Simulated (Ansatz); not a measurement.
The elements of this relaxed trial crystal are hidden behind letters.

```
lattice vectors (Å)
   6.9280    0.0000    0.0000
   0.0000    6.9280    0.0000
   0.0000    0.0000    4.7971
fractional positions
X 0.6710 0.8290 0.5000
X 0.8290 0.3290 0.5000
X 0.3290 0.1710 0.5000
X 0.1710 0.6710 0.5000
X 0.5000 0.5000 0.0000
X 0.0000 0.0000 0.0000
Z 0.7971 0.2971 0.0000
Z 0.7029 0.7971 0.0000
Z 0.2971 0.2029 0.0000
Z 0.2029 0.7029 0.0000
```

The calculation used Ansatz, DFT PBE, scalar-relativistic, plane waves, PAW, and for the lanthanide a 4f-in-core norm-conserving potential. Cutoff 660 eV, Γ-centred 6×6×10 mesh (10-atom cell), Gaussian smearing of 0.10 eV, no spin polarisation.

* Space group: P4/mbm (No. 127)
* Conventional cell: a = 6.928 Å, c = 4.797 Å
* Volume per atom: 23.02 Å³
* Density: 6.27 g/cm³
* Formation energy: −0.04 eV/atom
* Gap on the 6×6×10 mesh of the 10-atom cell: 0 eV (a metal)

Energies are uncorrected and count from the elements' standard states at the same level.

Question: X is a lanthanide and Z is an s-block element of period 1. Which elements are they?

Answer: X = Nd, Z = H, so the formula is Nd3H2. Density times volume gives a mean mass of 6.27 × 23.02/1.6605 = 86.9 u per atom, and this set has 86.9 u. Among the elements that the hints allow, noble gases aside, only these give it. Around Nd on a site of symmetry m2m lie 2 H at 2.42 Å; Nd on a site of symmetry 4/m is surrounded by 4 H at 2.49 Å; around H lie 4 Nd at 2.42–2.49 Å.

A structure relaxed within its symmetry needn't be a true minimum. Another cell of Nd3H2 relaxed alike, in P-3m1, lies 232 meV/atom lower, so this cell isn't the stable form at this level.

The lanthanide is trivalent by construction, without f bands, f moments or other valences. The reference runs of the other elements, and any phases without the lanthanide, used 420 eV, which shifts energies against them by under 10 meV/atom. The lanthanide's reference is the lowest of its hcp, dhcp and fcc cells.
